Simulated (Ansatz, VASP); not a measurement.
**BiTe in VASP and in Ansatz**

```
CELL_PARAMETERS angstrom
0.00000 3.23500 3.23500
3.23500 0.00000 3.23500
3.23500 3.23500 0.00000
ATOMIC_POSITIONS crystal
Bi 0.00000 0.00000 0.00000
Te 0.50000 0.50000 0.50000
```

Alike in both runs: task single point; functional PBEsol; k mesh 12 × 12 × 12; occupations gaussian, width 0.1 eV; no spin polarisation.

```csv
,VASP,Ansatz
version,VASP 6.6.1,Ansatz 0.2.0
potentials or method,"VASP PAW PBE potentials, release 64 (Bi_d, Te)","scalar-relativistic, plane waves, PAW"
plane-wave cutoff (eV),520,420
valence electrons in the cell,21,31
```

|  | VASP | Ansatz | Ansatz less VASP |
| --- | --- | --- | --- |
| gap on the k mesh at the Fermi level (eV) | none | none | - |
| pressure (GPa) | -1.8 | -1.8 | +0.02 |

A gap of «none» marks a metal or a gap that the smearing closes. The two sets of potentials don't hold the same shells in valence.

Caveats: the PAW data sets were made with another functional, which shifts forces and pressure a little (VASP); spin-orbit coupling is left out, which moves the levels of the heavy elements.
